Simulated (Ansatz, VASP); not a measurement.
## AlN in VASP and in Ansatz

```
CELL_PARAMETERS angstrom
-1.63784 2.83682 0.00000
0.00000 0.00000 4.10063
4.91352 2.83682 0.00000
ATOMIC_POSITIONS crystal
Al 0.56049 0.75000 0.23730
Al 0.00000 0.75000 0.66667
Al 0.00000 0.25000 0.33333
Al 0.50000 0.25000 0.83333
N 0.50000 0.25000 0.16667
N 0.00000 0.25000 0.66667
N 0.00000 0.75000 0.33333
N 0.50000 0.75000 0.83333
```

Alike in both runs: task single point; functional LDA; k mesh 8 × 6 × 4; occupations gaussian, width 0.05 eV; no spin polarisation.

|  | VASP | Ansatz |
| --- | --- | --- |
| version | VASP 6.6.1 | Ansatz 0.2.0 |
| potentials or method | VASP PAW LDA potentials, release 64 (Al, N) | scalar-relativistic, plane waves, PAW |
| plane-wave cutoff (eV) | 520 | 420 |
| valence electrons in the cell | 32 | 32 |

|  | VASP | Ansatz | Ansatz less VASP |
| --- | --- | --- | --- |
| gap on the k mesh at the Fermi level (eV) | 2.88 | 2.87 | -0.002 |
| least direct gap on the mesh (eV) | 2.88 | 2.87 | -0.002 |
| pressure (GPa) | 10.1 | 9.3 | -0.85 |
| largest component of the traceless stress (GPa) | 21.21 | 20.65 | -0.561 |
| rms of the force components (eV/Å) | 3.424 | 3.367 | -0.0574 |

Atom by atom the forces differ by 0.060 eV/Å (rms over components). Ansatz warned: «pseudo_functional_mismatch».

Caveats: forces of over 1 eV/Å show positions far from the minimum, so gaps and moduli don't describe the material at rest. A k mesh can miss the band edges.
